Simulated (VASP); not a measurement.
# LiTaO2 (R-3m) in VASP: density of states with PBE

Aim: the density of states of LiTaO2 with PBE.

Program: VASP 6.6.1. These are calculated values, not measurements. Logs are shortened: lines on timing, memory, paths and dates and some standing lists are left out, and cuts for length are marked.

## Step 1: The structure

Symmetry: R-3m, No. 166, trigonal system. Conventional cell: a = 2.875 Å, b = 2.875 Å, c = 16.268 Å, α = 90.00°, β = 90.00°, γ = 120.00°. Around Li (site symmetry -3m) lie 6 O at 2.11 Å. Around Ta (site symmetry -3m) lie 6 O at 2.18 Å. O (site symmetry 3m) is surrounded by 3 Li at 2.11 Å and 3 Ta at 2.18 Å.

The cell was built by a generator and needn't be a form met in nature.

## Step 2: Density of states, PBE

POSCAR

```
LiTaO2
1.0
    1.4373790000      0.8298710000      5.4227400000
   -1.4373790000      0.8298710000      5.4227400000
    0.0000000000     -1.6597420000      5.4227400000
Li Ta O
1 1 2
Direct
    0.5000000000      0.5000000000      0.5000000000
    0.0000000000      0.0000000000      0.0000000000
    0.7534670000      0.7534670000      0.7534670000
    0.2465330000      0.2465330000      0.2465330000
```

INCAR.step1

```
ALGO = Normal ; EDIFF = 1E-6
ENCUT = 520 ; GGA = PE
ISIF = 2 ; ISMEAR = 0
KPAR = 4 ; LASPH = True
LCHARG = True ; LMAXMIX = 4
LREAL = False ; LWAVE = False
NELM = 60 ; PREC = Accurate
SIGMA = 0.1
```

KPOINTS.step1

```
k-points
0
Gamma
  14 14 14
```

INCAR.step2

```
ALGO = Normal ; EDIFF = 1E-6
ENCUT = 520 ; GGA = PE
ICHARG = 11 ; ISIF = 2
ISMEAR = -5 ; KPAR = 4
LASPH = True ; LCHARG = False
LMAXMIX = 4 ; LORBIT = 10
LREAL = False ; LWAVE = False
NEDOS = 1001 ; NELM = 60
PREC = Accurate ; SIGMA = 0.1
```

KPOINTS.step2

```
k-points
0
Gamma
  21 21 21
```

Potentials or basis: VASP PAW PBE potentials, release 64 (Li_sv, Ta_pv, O).

Launch:

```bash
$ cat potpaw_PBE.64/Li_sv/POTCAR potpaw_PBE.64/Ta_pv/POTCAR potpaw_PBE.64/O/POTCAR > POTCAR
$ cp INCAR.step1 INCAR
$ cp KPOINTS.step1 KPOINTS
$ mpirun -np 4 vasp_std > vasp.out
$ cp INCAR.step2 INCAR
$ cp KPOINTS.step2 KPOINTS
$ mpirun -np 4 vasp_std > vasp.out
```

OUTCAR:

```text
EDIFF = 1E-6
   ENCUT = 520
   GGA = PE
   ICHARG = 11
   ISIF = 2
   ISMEAR = -5
   LASPH = True
   LORBIT = 10
   LREAL = False
   NELM = 60
   PREC = Accurate

 ion  position               nearest neighbor table
   1  0.500  0.500  0.500-   4 2.11   3 2.11   4 2.11   4 2.11   3 2.11   3 2.11
   2  0.000  0.000  0.000-   3 2.18   4 2.18   3 2.18   3 2.18   4 2.18   4 2.18
   3  0.753  0.753  0.753-   1 2.11   1 2.11   1 2.11   2 2.18   2 2.18   2 2.18
   4  0.247  0.247  0.247-   1 2.11   1 2.11   1 2.11   2 2.18   2 2.18   2 2.18

  LATTYP: Found a trigonal (rhomboedric) cell.
 ALAT       =     5.6710539914
 COS(alpha) =     0.8715171911

  Lattice vectors:

 A1 = (   1.4373790000,   0.8298710000,   5.4227400000)
 A2 = (  -1.4373790000,   0.8298710000,   5.4227400000)
 A3 = (   0.0000000000,  -1.6597420000,   5.4227400000)

Analysis of symmetry for initial positions (statically):
=====================================================================
 Subroutine PRICEL returns:
 Original cell was already a primitive cell.

 Routine SETGRP: Setting up the symmetry group for a
 trigonal (rhombohedral) supercell.

 Subroutine GETGRP returns: Found 12 space group operations
 (whereof 12 operations were pure point group operations)
 out of a pool of 12 trial point group operations.

The static configuration has the point symmetry D_3d.

Analysis of symmetry for dynamics (positions and initial velocities):
=====================================================================
 Subroutine PRICEL returns:
 Original cell was already a primitive cell.

 Routine SETGRP: Setting up the symmetry group for a
 trigonal (rhombohedral) supercell.

 Subroutine GETGRP returns: Found 12 space group operations
 (whereof 12 operations were pure point group operations)
 out of a pool of 12 trial point group operations.

The dynamic configuration has the point symmetry D_3d.

 Subroutine INISYM returns: Found 12 space group operations
 (whereof 12 operations are pure point group operations),
 and found     1 'primitive' translations

----------------------------------------------------------------------------------------

                                     Primitive cell

  volume of cell :      38.8107

  direct lattice vectors                    reciprocal lattice vectors
     1.437379000  0.829871000  5.422740000     0.347855367  0.200834427  0.061469540
    -1.437379000  0.829871000  5.422740000    -0.347855367  0.200834427  0.061469540
     0.000000000 -1.659742000  5.422740000     0.000000000 -0.401668854  0.061469540

  length of vectors
     5.671053991  5.671053991  5.671053924     0.406345085  0.406345085  0.406345140

  position of ions in fractional coordinates (direct lattice)
     0.500000000  0.500000000  0.500000000
     0.000000000  0.000000000  0.000000000
     0.753467000  0.753467000  0.753467000
     0.246533000  0.246533000  0.246533000

  ion indices of the primitive-cell ions
   primitive index   ion index
                 1           1
                 2           2
                 3           3
                 4           4

----------------------------------------------------------------------------------------

 KPOINTS: k-points

Automatic generation of k-mesh.
 Grid dimensions read from file:
 generate k-points for:   21   21   21

 Generating k-lattice:

  Cartesian coordinates                     Fractional coordinates (reciprocal lattice)
     0.016564541  0.009563544  0.002927121     0.047619048 -0.000000000  0.000000000
    -0.016564541  0.009563544  0.002927121    -0.000000000  0.047619048  0.000000000
     0.000000000 -0.019127088  0.002927121     0.000000000  0.000000000  0.047619048

  Length of vectors
     0.019349766  0.019349766  0.019349769

  Shift w.r.t. Gamma in fractional coordinates (k-lattice)
     0.000000000  0.000000000  0.000000000

 TETIRR: Found   4641 inequivalent tetrahedra from    55566

 Subroutine IBZKPT returns following result:
 ===========================================

 Found    891 irreducible k-points:

 Following reciprocal coordinates:
            Coordinates               Weight
  0.000000  0.000000  0.000000      1.000000
  0.047619 -0.000000  0.000000      6.000000
  0.095238  0.000000  0.000000      6.000000
  0.142857  0.000000 -0.000000      6.000000
  0.190476  0.000000  0.000000      6.000000
  0.238095  0.000000 -0.000000      6.000000
[... 16 lines left out ...]
 -0.428571  0.047619 -0.000000     12.000000
 -0.380952  0.047619 -0.000000     12.000000
 [... further k-points ...]
   k-points           NKPTS =    891   k-points in BZ     NKDIM =    891   number of bands    NBANDS=     17
   number of dos      NEDOS =   1001   number of ions     NIONS =      4
   total plane-waves  NPLWV =  74088
   dimension x,y,z NGX =    42 NGY =   42 NGZ =   42
   dimension x,y,z NGXF=    84 NGYF=   84 NGZF=   84
   ions per type =               1   1   2
   NGX,Y,Z   is equivalent  to a cutoff of  12.31, 12.31, 12.31 a.u.
   NGXF,Y,Z  is equivalent  to a cutoff of  24.62, 24.62, 24.62 a.u.
 SYSTEM =  unknown system
   PREC   = accura    normal or accurate (medium, high low for compatibility)
   ISTART =      0    job   : 0-new  1-cont  2-samecut
   ICHARG =     11    charge: 1-file 2-atom 10-const
   ISPIN  =      1    spin polarized calculation?
   LNONCOLLINEAR =      F non collinear calculations
   LSORBIT =      F    spin-orbit coupling
   LASPH  =      T    aspherical Exc in radial PAW
   ENCUT  =  520.0 eV  38.22 Ry    6.18 a.u.  10.54 10.54 10.54*2*pi/ulx,y,z
   NELM   =     60;   NELMIN=  2; NELMDL=  0     # of ELM steps
   EDIFF  = 0.1E-05   stopping-criterion for ELM
   LREAL  =      F    real-space projection
   EDIFFG = 0.1E-04   stopping-criterion for IOM
   NSW    =      0    number of steps for IOM
   IBRION =     -1    ionic relax: 0-MD 1-quasi-New 2-CG
   NFREE  =      0    steps in history (QN), initial steepest desc. (CG)
   ISIF   =      2    stress and relaxation
   ISYM   =      2    0-nonsym 1-usesym 2-fastsym
   POTIM  = 0.5000    time-step for ionic-motion
   TEBEG  =    0.0;   TEEND  =   0.0 temperature during run
   PSTRESS=    0.0 pullay stress
   NELECT =      26.0000    total number of electrons
   NUPDOWN=      -1.0000    fix difference up-down
   EMIN   =  10.00;   EMAX   =-10.00  energy-range for DOS
   EFERMI =   0.00;   METHOD = LEGACY
   ISMEAR =    -5;   SIGMA  =   0.10  broadening in eV -4-tet -1-fermi 0-gaus
   EFERMI_NEDOS =   21; number of points for ismear=-14 and -15
   IALGO  =     38    algorithm
   IMIX   =      4    mixing-type and parameters
     AMIX     =   0.40;   BMIX     =  1.00
     AMIX_MAG =   1.60;   BMIX_MAG =  1.00
  volume/ion in A,a.u.               =       9.70        65.48
  Fermi-wavevector in a.u.,A,eV,Ry     =   1.432458  2.706954 27.918293  2.051937
  Thomas-Fermi vector in A             =   2.552084
   LORBIT       =     10    0 simple, 1 ext, 2 COOP (PROOUT), +10 PAW based schemes
   GGA     = PE    functional components
   LHFCALC =     F    Hartree Fock is set to
   AEXX    =    0.0000 exact exchange contribution
   IVDW    =     0    specifies the selected vdW correction
   LEPSILON=     F    determine dielectric tensor
   LRPA    =     F    only Hartree local field effects (RPA)
 non-spin polarized calculation
 Fermi weights with tetrahedron method with Bloechl corrections
  energy-cutoff  :      520.00
  volume of cell :       38.81
 maximum number of plane-waves:      1073

 number of electron      26.0000004 magnetization

 Free energy of the ion-electron system (eV)
  ---------------------------------------------------
  ext. energy  EPLUGINS =         0.00000000
  ---------------------------------------------------
  free energy    TOTEN  =       -32.27701088 eV

  energy without entropy =      -32.27701088  energy(sigma->0) =      -32.27701088

 E-fermi :   6.2934     XC(G=0): -11.7784

 val. band max:        6.3686628476   @ k =  -0.2381   0.4762   0.1905
 cond. band min:       6.2153063060   @ k =  -0.3333   0.4762   0.2857
 fundamental gap:     -0.1533565416
 Fermi energy:         6.2933865830

 k-point     1 :       0.0000    0.0000    0.0000
  band No.  band energies     occupation
      1     -39.4852      2.00000
      2     -29.3722      2.00000
      3     -28.7257      2.00000
      4     -28.7257      2.00000
      5     -14.3685      2.00000
      6     -13.0977      2.00000
[... 9 lines left out ...]
     16       8.9907      0.00000
     17      10.5180      0.00000

 k-point     2 :       0.0476   -0.0000    0.0000
  band No.  band energies     occupation
      1     -39.4845      2.00000
      2     -29.3661      2.00000
      3     -28.7555      2.00000
      4     -28.7319      2.00000
      5     -14.3366      2.00000
      6     -13.1027      2.00000
[... 9 lines left out ...]
     16       9.1155      0.00000
     17      10.3985      0.00000

 k-point     3 :       0.0952    0.0000    0.0000
  band No.  band energies     occupation
      1     -39.4827      2.00000
      2     -29.3484      2.00000
      3     -28.8415      2.00000
      4     -28.7499      2.00000
      5     -14.2445      2.00000
      6     -13.1170      2.00000
[... 9 lines left out ...]
     16       9.4339      0.00000
     17      10.4311      0.00000

 k-point     4 :       0.1429    0.0000   -0.0000
  band No.  band energies     occupation
      1     -39.4797      2.00000
      2     -29.3205      2.00000
      3     -28.9738      2.00000
      4     -28.7780      2.00000
      5     -14.1023      2.00000
      6     -13.1379      2.00000
[... 9 lines left out ...]
     16       9.7303      0.00000
     17      10.3767      0.00000

 k-point     5 :       0.1905    0.0000    0.0000
  band No.  band energies     occupation
      1     -39.4760      2.00000
      2     -29.2852      2.00000
      3     -29.1377      2.00000
      4     -28.8135      2.00000
      5     -13.9282      2.00000
      6     -13.1584      2.00000
[... 9 lines left out ...]
     16       9.8600      0.00000
     17      10.8295      0.00000

 k-point     6 :       0.2381    0.0000   -0.0000
  band No.  band energies     occupation
      1     -39.4717      2.00000
      2     -29.3217      2.00000
      3     -29.2408      2.00000
      4     -28.8532      2.00000
      5     -13.7510      2.00000
      6     -13.1625      2.00000
[... 9 lines left out ...]
     16       9.9799      0.00000
     17      10.9807      0.00000
[... 281 lines left out ...]
 k-point    21 :       0.4762    0.0476   -0.0000
  band No.  band energies     occupation
      1     -39.4565      2.00000
      2     -29.9138      2.00000
      3     -29.0937      2.00000
      4     -29.0098      2.00000
      5     -13.5627      2.00000
      6     -12.7007      2.00000
[... 9 lines left out ...]
     16      10.7120      0.00000
     17      11.5983      0.00000

 k-point    22 :      -0.4762    0.0476    0.0000
  band No.  band energies     occupation
      1     -39.4558      2.00000
      2     -29.9380      2.00000
      3     -29.0873      2.00000
      4     -29.0160      2.00000
      5     -13.5656      2.00000
      6     -12.6692      2.00000
[... 9 lines left out ...]
     16      10.6103      0.00000
     17      11.6088      0.00000

 k-point    23 :      -0.4286    0.0476   -0.0000
  band No.  band energies     occupation
      1     -39.4565      2.00000
      2     -29.9138      2.00000
      3     -29.0937      2.00000
      4     -29.0098      2.00000
      5     -13.5581      2.00000
      6     -12.7071      2.00000
[... 9 lines left out ...]
     16      10.7126      0.00000
     17      11.5978      0.00000

 k-point    24 :      -0.3810    0.0476   -0.0000
  band No.  band energies     occupation
      1     -39.4583      2.00000
      2     -29.8428      2.00000
      3     -29.1124      2.00000
      4     -28.9917      2.00000
      5     -13.5434      2.00000
      6     -12.8066      2.00000
[... 9 lines left out ...]
     16      10.5726      0.00000
     17      11.4703      0.00000

 [... further k-points ...]

------------------------ aborting loop because EDIFF is reached ----------------------------------------

  FORCE on cell =-STRESS in cart. coord.  units (eV):
  Direction    XX          YY          ZZ          XY          YZ          ZX
  --------------------------------------------------------------------------------------
  -------------------------------------------------------------------------------------
  Total       -0.0146427     -0.0146427      0.0210531      0.0000000      0.0000000      0.0000000
  in kB       -0.6044785     -0.6044783      0.8691113      0.0000000      0.0000000      0.0000000
  external PRESSURE =      -0.1132818 kB  Pullay stress =       0.0000000 kB

 VOLUME and BASIS-vectors are now :
 -----------------------------------------------------------------------------
  energy-cutoff  :      520.00
  volume of cell :       38.81
      direct lattice vectors                 reciprocal lattice vectors
     1.437379000  0.829871000  5.422740000     0.347855367  0.200834427  0.061469540
    -1.437379000  0.829871000  5.422740000    -0.347855367  0.200834427  0.061469540
     0.000000000 -1.659742000  5.422740000     0.000000000 -0.401668854  0.061469540

 POSITION                                       TOTAL-FORCE (eV/Angst)
 -----------------------------------------------------------------------------------
      0.00000      0.00000      8.13411        -0.000000     -0.000000      0.000000
      0.00000      0.00000      0.00000         0.000000      0.000000      0.000000
      0.00000      0.00000     12.25757         0.000000     -0.000000      0.015151
      0.00000      0.00000      4.01065         0.000000      0.000000     -0.015151
 -----------------------------------------------------------------------------------
    total drift:                                0.000000      0.000000     -0.000000

  FREE ENERGIE OF THE ION-ELECTRON SYSTEM (eV)
  ---------------------------------------------------
  free  energy   TOTEN  =       -32.2770108818 eV

  energy  without entropy=      -32.2770108818  energy(sigma->0) =      -32.27701088

 total charge

# of ion       s       p       d       tot
------------------------------------------
    1        2.017   0.047   0.000   2.064
    2        0.285   6.211   2.419   8.916
    3        1.556   3.481   0.000   5.037
    4        1.556   3.481   0.000   5.037
--------------------------------------------------
tot          5.414  13.221   2.419  21.054
```

Run time: 4.9 min. Hardware: 4 MPI ranks of Intel Xeon Platinum 8559C (Emerald Rapids), shared host; peak memory 0.75 GiB.

What came out:

* Valence electrons inside the program's atomic spheres: Li 2.06; Ta 8.92; O 5.04

States per cell in windows of 1 eV (zero at the Fermi level; states under -8 eV left out):
| from (eV) | total | Ta2_d | O3_p | O4_p | Ta2_p | Ta2_s | O3_s |
| --- | --- | --- | --- | --- | --- | --- | --- |
| -8.0 | 2.03 | 0.28 | 0.43 | 0.43 | 0.02 | 0.13 | 0.01 |
| -7.0 | 2.92 | 0.38 | 0.71 | 0.71 | 0.07 | 0.05 | 0.01 |
| -6.0 | 3.05 | 0.41 | 0.85 | 0.85 | 0.07 | 0.02 | 0.01 |
| -5.0 | 3.39 | 0.17 | 1.08 | 1.08 | 0.11 | 0.01 | 0.01 |
| -4.0 | 0.51 | 0.02 | 0.18 | 0.18 | 0.01 | 0.00 | 0.00 |
| -3.0 | 0.16 | 0.08 | 0.02 | 0.02 | 0.00 | 0.00 | 0.00 |
| -2.0 | 0.81 | 0.43 | 0.09 | 0.09 | 0.00 | 0.00 | 0.00 |
| -1.0 | 1.02 | 0.53 | 0.12 | 0.12 | 0.00 | 0.00 | 0.00 |
| 0.0 | 1.04 | 0.62 | 0.09 | 0.09 | 0.01 | 0.01 | 0.00 |
| 1.0 | 0.80 | 0.51 | 0.05 | 0.05 | 0.02 | 0.01 | 0.00 |
| 2.0 | 0.56 | 0.37 | 0.02 | 0.02 | 0.01 | 0.01 | 0.00 |
| 3.0 | 1.50 | 0.91 | 0.06 | 0.06 | 0.02 | 0.04 | 0.04 |
| 4.0 | 3.13 | 2.00 | 0.20 | 0.20 | 0.01 | 0.04 | 0.06 |
| 5.0 | 1.06 | 0.71 | 0.09 | 0.09 | 0.01 | 0.00 | 0.02 |
| 6.0 | 0.00 | 0.00 | 0.00 | 0.00 | 0.00 | 0.00 | 0.00 |
| 7.0 | 0.00 | 0.00 | 0.00 | 0.00 | 0.00 | 0.00 | 0.00 |

Caveat: the cutoff is under 1.25 times the usual one of these potentials, so pressure, stress and relaxed cells hold a basis-set (Pulay) error; tetrahedron occupations give inexact forces and stress in metals. Spin-orbit coupling is left out, which matters for the levels of Ta.
